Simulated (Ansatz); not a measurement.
**Convergence of Cr**

```
Cr
1.0
     0.00000    1.81110    1.81110
     1.81110    0.00000    1.81110
     1.81110    1.81110    0.00000
Cr
1
Direct
  0.00000 0.00000 0.00000
```

The cell was built from the fcc type and relaxed in the same program, and has space group Fm-3m; it needn't be a known or the stable phase.

Theory: DFT, PBE, all-electron LAPW, scalar-relativistic (Ansatz 0.2.0).

Numerical set-up: a Γ-centred 20×20×20 k mesh, Fermi–Dirac smearing of 0.05 eV, basis error target 1 meV/atom, spin-polarised from start moments Cr 3 μB (the moments died away, and the run ended non-magnetic). One setting is then changed at a time.

```json
{"filling": "Fermi–Dirac 0.05 eV (base)", "energy at zero smearing less the base's (meV/atom)": "0.0", "P (GPa)": "-0.05", "cutoff chosen (eV)": "286"}
{"filling": "tetrahedron", "energy at zero smearing less the base's (meV/atom)": "0.2", "P (GPa)": "–", "cutoff chosen (eV)": "286"}
{"filling": "Fermi–Dirac 0.01 eV", "energy at zero smearing less the base's (meV/atom)": "-0.1", "P (GPa)": "-0.26", "cutoff chosen (eV)": "286"}
{"filling": "Fermi–Dirac 0.15 eV", "energy at zero smearing less the base's (meV/atom)": "-2.3", "P (GPa)": "0.91", "cutoff chosen (eV)": "286"}
{"filling": "Fermi–Dirac 0.28 eV", "energy at zero smearing less the base's (meV/atom)": "-7.6", "P (GPa)": "3.25", "cutoff chosen (eV)": "286"}
{"filling": "Methfessel–Paxton 0.2 eV", "energy at zero smearing less the base's (meV/atom)": "0.3", "P (GPa)": "-0.15", "cutoff chosen (eV)": "286"}
```
